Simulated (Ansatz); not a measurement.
# Ru: response to strain

Ru is deformed so: xy engineering shear strain of -2 %. What stress and forces result, by LAPW, PAW and all-electron datasets made for the crystal?

Method: DFT PBE, scalar-relativistic, in Ansatz 0.2.0.

1 further run of the same task is left out (it didn't finish). Runs told in other sessions of the task aren't counted.

### Step 1. The starting structure

Symmetry: P6_3/mmc, No. 194, hexagonal system. The conventional cell has a = 2.706 Å, b = 2.706 Å, c = 4.282 Å, α = 90.00°, β = 90.00°, γ = 120.00°. Ru (site symmetry -6m2) is surrounded by 12 Ru at 2.65 to 2.71 Å.

Coordinates:

```cif
data_structure
_symmetry_space_group_name_H-M 'P6_3/mmc'
_symmetry_Int_Tables_number 194
_cell_length_a 2.7058
_cell_length_b 2.7058
_cell_length_c 4.2819
_cell_angle_alpha 90.000
_cell_angle_beta 90.000
_cell_angle_gamma 120.000
_cell_volume 27.15
loop_
_atom_site_label
_atom_site_type_symbol
_atom_site_symmetry_multiplicity
_atom_site_Wyckoff_symbol
_atom_site_fract_x
_atom_site_fract_y
_atom_site_fract_z
_atom_site_occupancy
Ru1 Ru 2 c 0.33333 0.66667 0.25000 1
```

The file gives the conventional cell by its symmetry; the runs use the cell typed in the input.

Atoms are numbered in the order of the input: Ru1, Ru2.

### Step 2. The deformed structure

Space group P6_3/mmc before, P2_1/m after.

### Step 3. All-electron LAPW

Contents of input.yaml:

```yaml
crystal:
  lattice:
    - [2.7057993342, -0.0270579933, 0.0]
    - [-1.3763325767, 2.3568199577, 0.0]
    - [0.0, 0.0, 4.2819]
  atoms:
    - { symbol: Ru, position: [0.3333333333, 0.6666666667, 0.25] }
    - { symbol: Ru, position: [0.6666666667, 0.3333333333, 0.75] }
kpoints:
  mp_grid: { grid: [14, 14, 8] }
scf:
  occupations: { method: fermi_dirac, width: 0.03 }
hamiltonian:
  xc: pbe
  pseudopotentials: { kind: all_electron, lapw: { basis_error: 0.0005 } }
output:
  forces: true
  stress: true
  eigenvalues: true
```

Started as:

```sh
> ansatz run input.yaml --threads 1 --pin off --max-ram 2048MiB --backend cpu --events-out ev --progress --plain --runs-dir out
```

The program printed (excerpt; [...] marks lines left out):

```text
LAPW: plane waves up to 8.922 Å⁻¹, error target 5.0e-4 eV per atom; small_component_spin mean_spin; Ru in spheres of 1.321 Å, 32 of its electrons in bands, Dirac shells []
[...]
Pseudopotentials: kind: all_electron
Pseudopotential: Ru, LAPW, valence charge 32, Koelling and Harmon's equation, gaussian nucleus
Functional definition: PBE
[...]
Crystal: 2 atoms, lattice volume = 27.147 Å³
Basis set: ecut = 303.27833947806005 eV, 313 PW (Γ), exchange–correlation at level 2
Bands: 39, of which v1, the nominal top of the filled ones, is band 32 counted from 1 (31 counted from 0)
Symmetry: 4 space group operations
Space group: P21/m (ITA 11), of the structure as read, at distance tolerance 3.0e-5 Å
k-points: 500 of 1568
[...]
SCF iter   1: F=—  HF=-246591.559850 eV  |F-HF|=—  |Δ(HF+E_count)|=         —  Δρ=5.00e-2  dr2=3.37e-1  ethr=5.25e-4  ⟨swp⟩=2.5  Hψ=119670  notcnv=0
[...]
SCF iter   8: F=-246590.354670 eV  HF=-246590.354670 eV  |F-HF|=7.10e-8  |Δ(HF+E_count)|=   2.50e-7  Δρ=1.63e-5  dr2=7.62e-8  ethr=9.35e-10  ⟨swp⟩=2.0  Hψ=56597  notcnv=0
[...]
SCF converged after 8 iterations
Free energy (F): -246590.354670 eV
[...]
E sigma→0 (E₀):  -246590.351429 eV
Entropy (-TS):   -0.006481 eV (-3.241 meV/atom)
Fermi energy:    25.760922 eV
[...]
--- Forces (eV/Å), atoms counted from 1 ---
  atom   1  Ru     0.08789851    -0.00461559     0.00000000
  atom   2  Ru    -0.08789851     0.00461559    -0.00000000
[...]
--- Stress (GPa, compression-positive) ---
        5.215690       4.010945      -0.000000
        4.010945       5.192301      -0.000000
       -0.000000      -0.000000       3.458057
  P = ⅓ Tr σ = 4.6220 GPa (46.220 kbar)
--- Band table (eV; the first three rows and the last of 500) ---
[...]
```

Run time: 2.7 min. Hardware: 1 thread of Arm Neoverse V2, shared host; peak memory 1.5 GiB.

Read from it: pressure 4.62 GPa; no gap; largest force 0.088 eV/Å.

### Step 4. PAW with frozen cores

Changes to input.yaml since step 3:

```diff
@@ -14,3 +14,3 @@
   xc: pbe
-  pseudopotentials: { kind: all_electron, lapw: { basis_error: 0.0005 } }
+  pseudopotentials: { kind: paw }
 output:
@@ -19 +19,2 @@
   eigenvalues: true
+  efg: { contact_densities: true }
```

Started as:

```sh
> ansatz run input.yaml --threads 1 --pin off --max-ram 2048MiB --backend cpu --events-out ev --progress --plain --runs-dir out
```

The program printed (excerpt; [...] marks lines left out):

```text
Ru: output.efg is read without spin–orbit coupling, which moves field gradients at and beside such atoms by some per cent and up to a factor of two; PAW files take it under magnetization.noncollinear and magnetization.spin_orbit
[...]
Pseudopotentials: kind: paw
Pseudopotential: Ru, paw, valence charge 16, recommended cutoff 420 eV (normal)
Functional definition: PBE
[...]
Crystal: 2 atoms, lattice volume = 27.147 Å³
Basis set: ecut = 420 eV, 537 PW (Γ), exchange–correlation on 40×40×60 points (8 copies of the dense FFT grid, shifted against one another)
Bands: 20, of which v1, the nominal top of the filled ones, is band 16 counted from 1 (15 counted from 0)
Symmetry: 4 space group operations
Space group: P21/m (ITA 11), of the structure as read, at distance tolerance 3.0e-5 Å
k-points: 500 of 1568
[...]
  atom   2  Ru    -0.08783421     0.00475293     0.00000000
[...]
--- Stress (GPa, compression-positive) ---
        5.275996       4.014610       0.000000
        4.014610       5.250613      -0.000000
        0.000000      -0.000000       3.542383
  P = ⅓ Tr σ = 4.6897 GPa (46.897 kbar)
--- PAW observables at the nuclei: V_zz in 10²¹ V/m², potentials from the cell's mean, atoms counted from 1 ---
  atom   1  Ru V_zz =    -0.924704   η = 0.4183   by run symmetry: allowed
            electrostatic potential = -6805.495679 V   contact ρ = 719498.596342 e/Å³
  atom   2  Ru V_zz =    -0.924704   η = 0.4183   by run symmetry: allowed
            electrostatic potential = -6805.495679 V   contact ρ = 719498.596342 e/Å³
--- Band table (eV; the first three rows and the last of 500) ---
  k-point 0: bands = ["-49.6072", "-49.4018", "-20.0994", "-19.1676", "-19.1479", "-18.9977", "-18.9768", "-18.9516", "15.5444", "17.3247", "20.7495", "21.1013", "21.1190", "21.4530", "21.7806", "22.0954", "22.1796", "24.6683", "24.7576", "24.8195"]
[...]
```

Wall time 11 s (1 thread of Arm Neoverse V2, shared host); peak memory 0.49 GiB.

This run gives: pressure 4.69 GPa; no gap; largest force 0.088 eV/Å; Vzz Ru1 -0.92 (η = 0.42) (10²¹ V/m²).

### Step 5. Datasets made for this crystal

Changes to input.yaml since step 4:

```diff
@@ -14,3 +14,3 @@
   xc: pbe
-  pseudopotentials: { kind: paw }
+  pseudopotentials: { kind: all_electron, datasets: crystal }
 output:
```

Started as:

```sh
> ansatz run input.yaml --threads 1 --pin off --max-ram 2048MiB --backend cpu --events-out ev --progress --plain --runs-dir out
```

The program printed (excerpt; [...] marks lines left out):

```text
[...]
band count auto-derived: 13 (N_el = 16.0; filled up to band 8; 12 by the electrons, moments and atoms)
Ru: output.efg is read without spin–orbit coupling, which moves field gradients at and beside such atoms by some per cent and up to a factor of two; PAW files take it under magnetization.noncollinear and magnetization.spin_orbit
[...]
Pseudopotentials: kind: all_electron
Pseudopotential: Ru, paw, valence charge 16, recommended cutoff 320 eV (normal), Koelling and Harmon's equation, gaussian nucleus
Functional definition: PBE
[...]
Crystal: 2 atoms, lattice volume = 27.147 Å³
Basis set: ecut = 320 eV, 333 PW (Γ), exchange–correlation on 32×32×50 points (8 copies of the dense FFT grid, shifted against one another)
Bands: 13, of which v1, the nominal top of the filled ones, is band 8 counted from 1 (7 counted from 0)
Symmetry: 4 space group operations
[...]
  atom   1  Ru     0.08790045    -0.00460573     0.00000000
  atom   2  Ru    -0.08790045     0.00460573    -0.00000000
[...]
--- Stress (GPa, compression-positive) ---
        5.216508       4.011024      -0.000000
        4.011024       5.192598      -0.000000
       -0.000000      -0.000000       3.457986
  P = ⅓ Tr σ = 4.6224 GPa (46.224 kbar)
  It holds what live shells' own plane waves past their cutoff add
--- PAW observables at the nuclei: V_zz in 10²¹ V/m², potentials from the cell's mean, atoms counted from 1 ---
  atom   1  Ru V_zz =    -1.037920   η = 0.4209   by run symmetry: allowed
            electrostatic potential = -6805.668711 V   contact ρ = 719533.793473 e/Å³
  atom   2  Ru V_zz =    -1.037920   η = 0.4209   by run symmetry: allowed
            electrostatic potential = -6805.668711 V   contact ρ = 719533.793473 e/Å³
--- Band table (eV; the first three rows and the last of 500) ---
  k-point 0: bands = ["17.7847", "19.5664", "22.9925", "23.3448", "23.3621", "23.6958", "24.0235", "24.3384", "24.4228", "26.9106", "27.0001"]
[...]
```

Wall time 38 s (1 thread of Arm Neoverse V2, shared host); peak memory 0.97 GiB.

Read from it: pressure 4.62 GPa; no gap; largest force 0.088 eV/Å; Vzz Ru1 -1.04 (η = 0.42) (10²¹ V/m²).

### Step 6. Side by side

Stress (GPa, compression positive):

```
          method    xx    yy    zz    yz    xz    xy
            LAPW  5.22  5.19  3.46  0.00  0.00  4.01
             PAW  5.28  5.25  3.54  0.00  0.00  4.01
crystal datasets  5.22  5.19  3.46  0.00  0.00  4.01
```

Forces (eV/Å):

```
atom  LAPW x  LAPW y  LAPW z   PAW x   PAW y  PAW z  crystal datasets x  crystal datasets y  crystal datasets z
 Ru1   0.088  -0.005   0.000   0.088  -0.005  0.000               0.088              -0.005               0.000
 Ru2  -0.088   0.005   0.000  -0.088   0.005  0.000              -0.088               0.005               0.000
```

| method | pressure (GPa) | largest force (eV/Å) | Vzz Ru1 (10²¹ V/m²) | SCF cycles, by the record's count | time |
| --- | --- | --- | --- | --- | --- |
| LAPW | 4.62 | 0.088 | – | 8 | 2.7 min |
| PAW | 4.69 | 0.088 | -0.92 | 6 | 11 s |
| crystal datasets | 4.62 | 0.088 | -1.04 | 8 | 38 s |

### Step 7. Summary of results

```
                                 quantity                                           value
                                 pressure  LAPW 4.62, PAW 4.69, crystal datasets 4.62 GPa
largest shear or deviatoric stress (LAPW)                                        4.01 GPa
```

In words: The largest part of the stress beyond the pressure is 4.01 GPa in size, in the xy component; the atoms are carried along and not relaxed. No run of the undeformed cell stands beside it, so pressure and stress hold what the given cell had before the change, as far as its symmetry allows. PAW: stress within 0.09 GPa of LAPW, forces within 1 meV/Å. Crystal datasets: stress within 0.01 GPa of LAPW, forces within 1 meV/Å.
